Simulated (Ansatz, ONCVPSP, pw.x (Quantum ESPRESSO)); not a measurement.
**From atom to crystal: ONCV potential for iridium (Ir)**

* Element: Ir (Z = 77)
* Generator: ONCVPSP 4.0.1.1 (patched build)
* Type: optimised norm-conserving Vanderbilt (ONCV)
* Functional: PBE
* Relativity: scalar-relativistic
* Frozen core: [Kr] 4d10 4f14
* Valence charge: 17
* Reference configuration: 5s2 5p6 5d6 (charge +3)
* Partial waves: 5s: rc 1.50 bohr, ncon 4, nbas 8, qcut 8.6 1/bohr, 2 projectors, debl 1.2 Ha; 5p: rc 1.50 bohr, ncon 3, nbas 7, qcut 9.4 1/bohr, 2 projectors, debl 1.3 Ha; 5d: rc 2.20 bohr, ncon 5, nbas 9, qcut 7.1 1/bohr, 1 projector
* Local potential: polynomial inside 1.45 bohr (lpopt 4, dvloc0 3 Ha)
* Core correction: none

In the s channel the program set the typed energies aside and used -4.761, 0.050 Ha. In the p channel the program set the typed energies aside and used -3.162, 0.250 Ha.

Atomic tests: cutoffs needed: 29 Ha and 35 Ha (the cutoffs (Ha) at which the residual kinetic energy of the hardest occupied pseudo-wave falls to 1 and 0.1 mHa per electron); ghost test: no bound ghost flagged; no localised positive-energy state flagged; largest excitation error: +24 meV (all-electron minus pseudo) for 5s2 5p6 5d7 6s2, out of 4 test configurations.

Crystal test: diamond Ir in pw.x 7.5, no spin, 8³ k-points, Fermi–Dirac smearing 0.01 Ry, cutoffs 85/340 Ry. The reference is all-electron LAPW (Ansatz 0.2.0) with the same functional, mesh and smearing; V0 and B0 come from Birch–Murnaghan fits to the pressures at five volumes. Errors are pseudo minus all-electron; Δ is the rms difference of the E(V) curves that follow from these fits, minima aligned, over ±6 % about the mean V0. Mesh and smearing are coarse, so the numbers serve the comparison and aren't converged zero-temperature values; the lattice is a test structure that the element need not adopt.

```
V (Å³/atom)  P all-electron (GPa)  P pseudo (GPa)
     20.480                 11.23            9.95
     21.019                  5.43            4.26
     21.558                  0.45           -0.62
     22.097                 -3.84           -4.82
     22.636                 -7.51           -8.42
```

All-electron: a0 = 5.571 Å (V0 = 21.61 Å³/atom), B0 = 182.3 GPa.

Pseudopotential: mean pressure error (GPa): -1.08; a0 (Å): 5.560; a0 error (%): -0.20; B0 error (%): +1.0; Δ (meV/atom): 5.1.

Question: At the middle volume, how do free energy and pressure move when the wave cutoff is lowered (ecutrho kept at four times it)?

Answer:

| cutoff (Ry) | shift of F (meV/atom) | shift of P (GPa) |
| --- | --- | --- |
| 38 | +4398.0 | -97.97 |
| 51 | +729.0 | -28.78 |
| 68 | +28.5 | -2.17 |

The run at the middle volume (29 k-points, 10 iterations) took about 92 s on one core of a shared host (Neoverse-N1, 64 threads, 124 GiB, load 54).
